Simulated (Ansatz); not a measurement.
ZrB$_{2}$: pressure against volume, fitted

```
CELL_PARAMETERS angstrom
3.16500 0.00000 0.00000
-1.58250 2.74097 0.00000
0.00000 0.00000 3.52000
ATOMIC_POSITIONS crystal
Zr 0.00000 0.00000 0.00000
B 0.33333 0.66667 0.50000
B 0.66667 0.33333 0.50000
```

Atom numbers follow the list: Zr1, B2, B3.

The cell is COD entry 1510856, as deposited and not checked against the literature; nothing was relaxed.

The calculation used DFT, PBE, all-electron LAPW, scalar-relativistic in Ansatz 0.2.0.

The runs use a Γ-centred 12×12×9 k mesh, Fermi–Dirac smearing of 0.05 eV, basis error target 1 meV/atom, no spin polarisation.

The cell is scaled evenly. Fractional coordinates are held (clamped ions).

```tsv
V (Å³/atom)	P (GPa)
9.772	13.42
9.975	7.66
10.077	4.98
10.179	2.43
10.281	0.01
10.382	-2.31
10.586	-6.61
10.790	-10.51
```

Fit a third-order Birch–Murnaghan curve to the pressures.

P = (3B0/2)(y^(7/2) − y^(5/2))[1 + (3/4)(B0′ − 4)(y − 1)] with y = (V0/V)^(2/3) fits within 0.01 GPa for V0 = 10.281 Å³/atom, B0 = 239.2 GPa and B0′ = 3.92.

Predict the pressure at the withheld volume, 9.568 Å³/atom.

There y = 1.0491, so the fit gives 19.78 GPa; the run gave 19.77 GPa.
